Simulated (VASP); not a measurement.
# Lu (P6_3/mmc) in VASP: a series of runs

The runs below take Lu through relaxation of shape and atoms at fixed volume, with PBE+D3(BJ).

All numbers are computed with VASP 6.6.1; they aren't measurements. Logs are shortened: lines on timing, memory, paths and dates and some standing lists are left out, and cuts for length are marked.

### Step 1. The crystal as given

Symmetry: P6_3/mmc, No. 194, hexagonal system. The conventional cell has a = 3.464 Å, b = 3.464 Å, c = 5.390 Å, α = 90.00°, β = 90.00°, γ = 120.00°. Lu (site symmetry -6m2) is surrounded by 12 Lu at 3.36 to 3.46 Å.

### Step 2. Relaxation of shape and atoms at fixed volume, PBE+D3(BJ) (a relaxed cell with its volume scaled by 0.98)

INCAR

```
SYSTEM = Lu
PREC     = Accurate       ! precision mode
ENCUT    = 600            ! plane-wave cutoff, eV
EDIFF    = 1E-7           ! SCF threshold, eV
ISMEAR   = 1              ! smearing method
SIGMA    = 0.1            ! smearing width, eV
LREAL    = .FALSE.        ! projectors in reciprocal space
LASPH    = .TRUE.         ! aspherical terms in the spheres
NELM     = 80             ! most SCF steps
ALGO     = Normal         ! electronic algorithm
ISIF     = 4              ! what is computed and relaxed
LWAVE    = .FALSE.        ! write WAVECAR
LCHARG   = .FALSE.        ! write CHGCAR
GGA      = PE             ! functional
IVDW     = 12             ! dispersion correction
IBRION   = 2              ! ionic algorithm
NSW      = 40             ! ionic steps
EDIFFG   = -0.01          ! ionic threshold
```

KPOINTS

```
Automatic mesh
0
G
  12 12 7
  0 0 0
```

POSCAR

```
Lu                                      
1.0
    3.4407347170      0.0000000000      0.0000000000
   -1.7203673584      2.9797636726     -0.0000000000
   -0.0000000000      0.0000000000      5.3536088201
  Lu            
     2
Direct
     0.3333333332999970    0.6666666667000030    0.2500000000000000
     0.6666666667000030    0.3333333332999970    0.7500000000000000
```

Potentials or basis: VASP PAW PBE potentials, release 64 (Lu).

On the command line:

```sh
cat potpaw_PBE.64/Lu/POTCAR > POTCAR
mpirun -np 1 vasp_std > vasp.out
```

OUTCAR:

```text
SYSTEM = Lu
   PREC = Accurate
   ENCUT = 600
   EDIFF = 1E-7
   ISMEAR = 1
   LREAL = .FALSE.
   LASPH = .TRUE.
   NELM = 80
   ISIF = 4
   GGA = PE
   IVDW = 12
   IBRION = 2
   NSW = 40
   EDIFFG = -0.01
 IVDW          = 12

 ion  position               nearest neighbor table
   1  0.333  0.667  0.250-   2 3.33   2 3.33   2 3.33   2 3.33   2 3.33   2 3.33
   2  0.667  0.333  0.750-   1 3.33   1 3.33   1 3.33   1 3.33   1 3.33   1 3.33

  LATTYP: Found a hexagonal cell.
 ALAT       =     3.4407347170
 C/A-ratio  =     1.5559493133

  Lattice vectors:

 A1 = (   3.4407347170,   0.0000000000,   0.0000000000)
 A2 = (  -1.7203673584,   2.9797636726,   0.0000000000)
 A3 = (   0.0000000000,   0.0000000000,   5.3536088201)

Analysis of symmetry for initial positions (statically):
=====================================================================
 Subroutine PRICEL returns:
 Original cell was already a primitive cell.

 Routine SETGRP: Setting up the symmetry group for a
 hexagonal supercell.

 Subroutine GETGRP returns: Found 24 space group operations
 (whereof 12 operations were pure point group operations)
 out of a pool of 24 trial point group operations.

The static configuration has the point symmetry D_3d.
 The point group associated with its full space group is D_6h.

Analysis of symmetry for dynamics (positions and initial velocities):
=====================================================================
 Subroutine PRICEL returns:
 Original cell was already a primitive cell.

 Routine SETGRP: Setting up the symmetry group for a
 hexagonal supercell.

 Subroutine GETGRP returns: Found 24 space group operations
 (whereof 12 operations were pure point group operations)
 out of a pool of 24 trial point group operations.

The dynamic configuration has the point symmetry D_3d.
 The point group associated with its full space group is D_6h.

 Subroutine INISYM returns: Found 24 space group operations
 (whereof 12 operations are pure point group operations),
 and found     1 'primitive' translations

----------------------------------------------------------------------------------------

                                     Primitive cell

  volume of cell :      54.8883

  direct lattice vectors                    reciprocal lattice vectors
     3.440734717  0.000000000  0.000000000     0.290635600  0.167798542  0.000000000
    -1.720367358  2.979763673  0.000000000     0.000000000  0.335597084  0.000000000
     0.000000000  0.000000000  5.353608820     0.000000000  0.000000000  0.186789890

  length of vectors
     3.440734717  3.440734717  5.353608820     0.335597084  0.335597084  0.186789890

  position of ions in fractional coordinates (direct lattice)
     0.333333333  0.666666667  0.250000000
     0.666666667  0.333333333  0.750000000

  ion indices of the primitive-cell ions
   primitive index   ion index
                 1           1
                 2           2

----------------------------------------------------------------------------------------

 KPOINTS: Automatic mesh

Automatic generation of k-mesh.
 Grid dimensions read from file:
 generate k-points for:   12   12    7

 Generating k-lattice:

  Cartesian coordinates                     Fractional coordinates (reciprocal lattice)
     0.024219633  0.013983212  0.000000000     0.083333333  0.000000000  0.000000000
     0.000000000  0.027966424  0.000000000     0.000000000  0.083333333  0.000000000
     0.000000000  0.000000000  0.026684270     0.000000000  0.000000000  0.142857143

  Length of vectors
     0.027966424  0.027966424  0.026684270

  Shift w.r.t. Gamma in fractional coordinates (k-lattice)
     0.000000000  0.000000000  0.000000000

 Subroutine IBZKPT returns following result:
 ===========================================

 Found     76 irreducible k-points:

 Following reciprocal coordinates:
            Coordinates               Weight
  0.000000  0.000000  0.000000      1.000000
  0.083333  0.000000  0.000000      6.000000
  0.166667  0.000000  0.000000      6.000000
  0.250000  0.000000  0.000000      6.000000
  0.333333 -0.000000  0.000000      6.000000
  0.416667  0.000000  0.000000      6.000000
[... 16 lines left out ...]
  0.250000  0.000000  0.142857     12.000000
  0.333333 -0.000000  0.142857     12.000000
 [... further k-points ...]
   k-points           NKPTS =     76   k-points in BZ     NKDIM =     76   number of bands    NBANDS=     30
   number of dos      NEDOS =    301   number of ions     NIONS =      2
   total plane-waves  NPLWV =  37632
   dimension x,y,z NGX =    28 NGY =   28 NGZ =   48
   dimension x,y,z NGXF=    56 NGYF=   56 NGZF=   96
   ions per type =               2
   NGX,Y,Z   is equivalent  to a cutoff of  13.53, 13.53, 14.91 a.u.
   NGXF,Y,Z  is equivalent  to a cutoff of  27.06, 27.06, 29.81 a.u.
 SYSTEM =  Lu
   PREC   = accura    normal or accurate (medium, high low for compatibility)
   ISTART =      0    job   : 0-new  1-cont  2-samecut
   ICHARG =      2    charge: 1-file 2-atom 10-const
   ISPIN  =      1    spin polarized calculation?
   LNONCOLLINEAR =      F non collinear calculations
   LSORBIT =      F    spin-orbit coupling
   LASPH  =      T    aspherical Exc in radial PAW
   ENCUT  =  600.0 eV  44.10 Ry    6.64 a.u.   6.87  6.87 10.69*2*pi/ulx,y,z
   NELM   =     80;   NELMIN=  2; NELMDL= -5     # of ELM steps
   EDIFF  = 0.1E-06   stopping-criterion for ELM
   LREAL  =      F    real-space projection
   EDIFFG = -.1E-01   stopping-criterion for IOM
   NSW    =     40    number of steps for IOM
   IBRION =      2    ionic relax: 0-MD 1-quasi-New 2-CG
   NFREE  =      1    steps in history (QN), initial steepest desc. (CG)
   ISIF   =      4    stress and relaxation
   ISYM   =      2    0-nonsym 1-usesym 2-fastsym
   POTIM  = 0.5000    time-step for ionic-motion
   TEBEG  =    0.0;   TEEND  =   0.0 temperature during run
   PSTRESS=    0.0 pullay stress
   NELECT =      50.0000    total number of electrons
   NUPDOWN=      -1.0000    fix difference up-down
   EMIN   =  10.00;   EMAX   =-10.00  energy-range for DOS
   EFERMI =   0.00;   METHOD = LEGACY
   ISMEAR =     1;   SIGMA  =   0.10  broadening in eV -4-tet -1-fermi 0-gaus
   EFERMI_NEDOS =   21; number of points for ismear=-14 and -15
   IALGO  =     38    algorithm
   IMIX   =      4    mixing-type and parameters
     AMIX     =   0.40;   BMIX     =  1.00
     AMIX_MAG =   1.60;   BMIX_MAG =  1.00
  volume/ion in A,a.u.               =      27.44       185.20
  Fermi-wavevector in a.u.,A,eV,Ry     =   1.586981  2.998958 34.266374  2.518507
  Thomas-Fermi vector in A             =   2.686208
   LORBIT       =      0    0 simple, 1 ext, 2 COOP (PROOUT), +10 PAW based schemes
   GGA     = PE    functional components
   LHFCALC =     F    Hartree Fock is set to
   AEXX    =    0.0000 exact exchange contribution
   IVDW    =    12    specifies the selected vdW correction
   LEPSILON=     F    determine dielectric tensor
   LRPA    =     F    only Hartree local field effects (RPA)
 conjugate gradient relaxation of ions
 non-spin polarized calculation
 Methfessel and Paxton  Order N= 1 SIGMA  =   0.10
  energy-cutoff  :      600.00
  volume of cell :       54.89
 maximum number of plane-waves:      1854
 NGX is ok and might be reduce to    28
   NGX = 13   NGY = 13   NGZ = 21

 number of electron      50.0000000 magnetization

 Free energy of the ion-electron system (eV)
  ---------------------------------------------------
  ext. energy  EPLUGINS =         0.00000000
  ---------------------------------------------------
  free energy    TOTEN  =        -9.00757437 eV

  energy without entropy =       -9.00599971  energy(sigma->0) =       -9.00704948

 E-fermi :   2.4647     XC(G=0): -10.9518

 val. band max:        2.4423286970   @ k =   0.4167   0.0000   0.4286
 cond. band min:       2.4705826696   @ k =   0.1667   0.0833   0.2857
 fundamental gap:      0.0282539726
 Fermi energy:         2.4647412373

 k-point     1 :       0.0000    0.0000    0.0000
  band No.  band energies     occupation
      1     -53.6081      2.00000
      2     -53.5602      2.00000
      3     -24.6310      2.00000
      4     -24.1085      2.00000
      5     -24.1085      2.00000
      6     -24.0043      2.00000
[... 22 lines left out ...]
     29       5.4914      0.00000
     30       5.4914      0.00000

 k-point     2 :       0.0833    0.0000    0.0000
  band No.  band energies     occupation
      1     -53.6060      2.00000
      2     -53.5596      2.00000
      3     -24.6174      2.00000
      4     -24.1352      2.00000
      5     -24.1178      2.00000
      6     -24.0327      2.00000
[... 22 lines left out ...]
     29       5.5150      0.00000
     30       5.6852      0.00000

 k-point     3 :       0.1667    0.0000    0.0000
  band No.  band energies     occupation
      1     -53.6001      2.00000
      2     -53.5579      2.00000
      3     -24.5785      2.00000
      4     -24.2082      2.00000
      5     -24.1425      2.00000
      6     -24.1084      2.00000
[... 22 lines left out ...]
     29       5.3589      0.00000
     30       5.4298      0.00000

 k-point     4 :       0.2500    0.0000    0.0000
  band No.  band energies     occupation
      1     -53.5916      2.00000
      2     -53.5560      2.00000
      3     -24.5197      2.00000
      4     -24.3084      2.00000
      5     -24.2076      2.00000
      6     -24.1747      2.00000
[... 616 lines left out ...]
     29       5.0628      0.00000
     30       5.6984      0.00000

 k-point    23 :       0.2500    0.0000    0.1429
  band No.  band energies     occupation
      1     -53.5898      2.00000
      2     -53.5577      2.00000
      3     -24.5126      2.00000
      4     -24.2900      2.00000
      5     -24.2293      2.00000
      6     -24.1677      2.00000
[... 22 lines left out ...]
     29       5.0131      0.00000
     30       6.2149      0.00000

 k-point    24 :       0.3333   -0.0000    0.1429
  band No.  band energies     occupation
      1     -53.5810      2.00000
      2     -53.5562      2.00000
      3     -24.4892      2.00000
      4     -24.3604      2.00000
      5     -24.3148      2.00000
      6     -24.1980      2.00000
[... 22 lines left out ...]
     29       4.7381      0.00000
     30       7.1660      0.00000

 [... further k-points ...]

------------------------ aborting loop because EDIFF is reached ----------------------------------------

 Edisp (eV)   -0.75154

 E8    (eV) :    -0.3940

  FORCE on cell =-STRESS in cart. coord.  units (eV):
  Direction    XX          YY          ZZ          XY          YZ          ZX
  --------------------------------------------------------------------------------------
  -------------------------------------------------------------------------------------
  Total       0.34358     0.34358     0.33903     0.00000     0.00000    -0.00000
  in kB      10.02901    10.02901     9.89617     0.00000     0.00000    -0.00000
  external pressure =        9.98 kB  Pullay stress =        0.00 kB

 VOLUME and BASIS-vectors are now :
 -----------------------------------------------------------------------------
  energy-cutoff  :      600.00
  volume of cell :       54.89
      direct lattice vectors                 reciprocal lattice vectors
     3.440734717  0.000000000  0.000000000     0.290635600  0.167798542  0.000000000
    -1.720367358  2.979763673  0.000000000     0.000000000  0.335597084  0.000000000
     0.000000000  0.000000000  5.353608820     0.000000000  0.000000000  0.186789890

 POSITION                                       TOTAL-FORCE (eV/Angst)
 -----------------------------------------------------------------------------------
     -0.00000      1.98651      1.33840        -0.000000      0.000000      0.000000
      1.72037      0.99325      4.01521         0.000000     -0.000000      0.000000
 -----------------------------------------------------------------------------------
    total drift:                               -0.000000      0.000000     -0.000000

  FREE ENERGIE OF THE ION-ELECTRON SYSTEM (eV)
  ---------------------------------------------------
  free  energy   TOTEN  =        -9.7591147314 eV

  energy  without entropy=       -9.7575400719  energy(sigma->0) =       -9.75858984

 reached required accuracy - stopping structural energy minimisation
```

Run time: 2.1 min. Hardware: 1 thread of Intel Xeon Platinum 8488C (Sapphire Rapids), shared host; peak memory 0.29 GiB.

What came out:

```
Free energy                : -9.7591 eV
Pressure after relaxing    : 1.0 GPa
Band gap on the k mesh     : none (metal or under the smearing width)
Dispersion energy per atom : -0.376 eV
```

Final structure:
```
Lu
1.0
     3.44073    0.00000    0.00000
    -1.72037    2.97976    0.00000
     0.00000    0.00000    5.35361
Lu
2
Cartesian
  0.0000 1.9865 1.3384
  1.7204 0.9933 4.0152
```

Caveat: the relaxation stopped at its first step, so nothing moved; pairwise dispersion overbinds metals, which lowers pressure and volume.

### Step 3. Relaxation of shape and atoms at fixed volume, PBE+D3(BJ)

INCAR is that of step 2.

KPOINTS is that of step 2.

POSCAR

```
Lu                                      
1.0
    3.4639836298      0.0000000000      0.0000000000
   -1.7319918148      2.9998978217     -0.0000000000
   -0.0000000000      0.0000000000      5.3897829500
  Lu            
     2
Direct
     0.3333333332999970    0.6666666667000030    0.2500000000000000
     0.6666666667000030    0.3333333332999970    0.7500000000000000
```

Potentials or basis: VASP PAW PBE potentials, release 64 (Lu).

On the command line:

```sh
cat potpaw_PBE.64/Lu/POTCAR > POTCAR
mpirun -np 1 vasp_std > vasp.out
```

It took 2.3 min on 1 thread of Intel Xeon Platinum 8488C (Sapphire Rapids), shared host; peak memory 0.29 GiB.

The run converged. Its results:

```yaml
Free_energy: -9.7627 eV
Pressure_after_relaxing: 0.0 GPa
Band_gap_on_the_k_mesh: none (metal or under the smearing width)
Dispersion_energy_per_atom: -0.368 eV
```

Final structure:
```cif
data_structure
_symmetry_space_group_name_H-M 'P 1'
_symmetry_Int_Tables_number 1
_cell_length_a 3.4640
_cell_length_b 3.4640
_cell_length_c 5.3898
_cell_angle_alpha 90.000
_cell_angle_beta 90.000
_cell_angle_gamma 120.000
_cell_volume 56.01
loop_
_atom_site_label
_atom_site_type_symbol
_atom_site_fract_x
_atom_site_fract_y
_atom_site_fract_z
_atom_site_occupancy
Lu1 Lu 0.33333 0.66667 0.25000 1
Lu2 Lu 0.66667 0.33333 0.75000 1
```

Levels at points of the mesh, in eV from the Fermi level:
| k point | band 21 | band 22 | band 23 | band 24 | band 25 | band 26 | band 27 | band 28 | band 29 | band 30 |
| --- | --- | --- | --- | --- | --- | --- | --- | --- | --- | --- |
| (0.00, 0.00, 0.00) | -4.82 | -4.80 | -4.79 | -2.46 | 0.81 | 2.21 | 2.21 | 2.70 | 2.99 | 2.99 |
| (0.50, 0.00, 0.00) | -4.82 | -4.80 | -2.38 | -1.46 | -0.90 | -0.34 | 1.69 | 1.85 | 2.50 | 6.34 |

Caveat: the relaxation stopped at its first step, so nothing moved; pairwise dispersion overbinds metals, which lowers pressure and volume.

(Part 1 of 2 ends here.)
